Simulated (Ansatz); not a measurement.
# Ni (simple hexagonal type): how the settings move a relaxation

Question: which choices in the input matter for Ni (simple hexagonal type)?

Program: Ansatz 0.2.0. Level of theory: reference: DFT, PBE, PAW with Ansatz's default frozen-core files, scalar-relativistic. These are calculated values, not measurements.

1 further run of the same task is left out (it didn't finish).

**1. Starting point**

It takes space group P6/mmm (No. 191, hexagonal). Conventional cell: a = 2.406 Å, b = 2.406 Å, c = 2.261 Å, α = 90.00°, β = 90.00°, γ = 120.00°. Around Ni (site symmetry 6/mmm) lie 8 Ni at 2.26 to 2.41 Å.

As a file:

```xyz
1
Lattice="2.4057 0.0000 0.0000 -1.2028 2.0834 0.0000 0.0000 0.0000 2.2614" Properties=species:S:1:pos:R:3 pbc="T T T"
Ni    0.0000    0.0000    0.0000
```

**2. The reference run**

Contents of input.yaml:

```yaml
crystal:
  lattice:
    - [2.4056949278, 0.0, 0.0]
    - [-1.2028474639, 2.0833929212, 0.0]
    - [0.0, 0.0, 2.2613532321]
  atoms:
    - { symbol: Ni, position: [0.0, 0.0, 0.0], spin: 1.0 }
magnetization:
  spin_polarized: true
kpoints:
  mp_grid: { grid: [18, 18, 17] }
scf:
  occupations: { method: fermi_dirac, width: 0.1 }
hamiltonian:
  xc: pbe
  pseudopotentials: { kind: paw }
output:
  forces: true
  stress: true
relax:
  f_tol: 0.005
  max_steps: 40
  cell: {}
```

Command:

```
ansatz run input.yaml --threads 1 --pin off --max-ram 3072MiB --backend cpu --events-out ev --progress --plain --runs-dir out
```

**3. Changing settings: lower_state_search light**

Edit input.yaml of step 2 so:

```diff
@@ -13,2 +13,3 @@
   occupations: { method: fermi_dirac, width: 0.1 }
+  lower_state_search: light
 hamiltonian:
```

What does the calculation give? Wanted: for each run, ending; energy change; pressure; abs. moment; force.

**Answer**, as computed:

| run | ending | energy change | pressure (GPa) | abs. moment (μB) | force (eV/Å) | cycles | time |
| --- | --- | --- | --- | --- | --- | --- | --- |
| reference | converged | 0 | 0.0 | 0.55 | 0.00 | 71 | 49 s |
| 1: lower_state_search light | converged | 0.0 meV/atom | 0.0 | 0.55 | 0.00 | 71 | 48 s |

The changed input (search for lower states) leaves the energy the same to the digits printed.
